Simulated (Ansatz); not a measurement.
## Moving the functional in Cu

The cell as given:

The structure is hexagonal, space group P6_3/mmc (No. 194). Conventional cell: a = 2.531 Å, b = 2.531 Å, c = 8.262 Å, α = 90.00°, β = 90.00°, γ = 120.00°. Cu (site symmetry -6m2) is surrounded by 12 Cu at 2.53 Å. Cu (site symmetry -3m) is surrounded by 12 Cu at 2.53 Å.

This isn't the form of Cu at room conditions, which is fcc.

Kept alike: task relaxation of cell and atoms; k mesh 12 × 12 × 4; occupations fermi-dirac, width 0.05 eV; no spin polarisation. Program: Ansatz, Ansatz PAW. Cutoffs run from 420 to 500 eV. The mesh is that of the run's cell of 4 atoms. No spin-orbit coupling.

| run | volume (Å³/atom) | first edge of the run's cell (Å) | third edge of the run's cell (Å) |
| --- | --- | --- | --- |
| A | 11.451 | 2.533 | 8.240 |
| B | 12.712 | 2.626 | 8.512 |
| C | 11.324 | 2.523 | 8.215 |
| D | 10.897 | 2.491 | 8.109 |

The relaxations keep at least the cell's symmetry (P6_3/mmc). For a metal such a mesh leaves the last digits unconverged. Relaxations stop with a little pressure left, so the last digits of a volume or edge aren't settled. Ansatz's relaxations hold a Pulay term in the stress (up to 0.1 GPa here). All rows use potentials made for PBE.

The runs differ in the functional (and the cutoff that goes with it) alone: BLYP; LDA; PBEsol; r2SCAN. Which run is which?

Run A is r2SCAN; run B is BLYP; run C is PBEsol; run D is LDA. The volume runs from 10.897 (LDA) to 12.712 Å³/atom (BLYP). The first edge of the run's cell runs from 2.491 (LDA) to 2.626 Å (BLYP). The third edge of the run's cell runs from 8.109 (LDA) to 8.512 Å (BLYP).
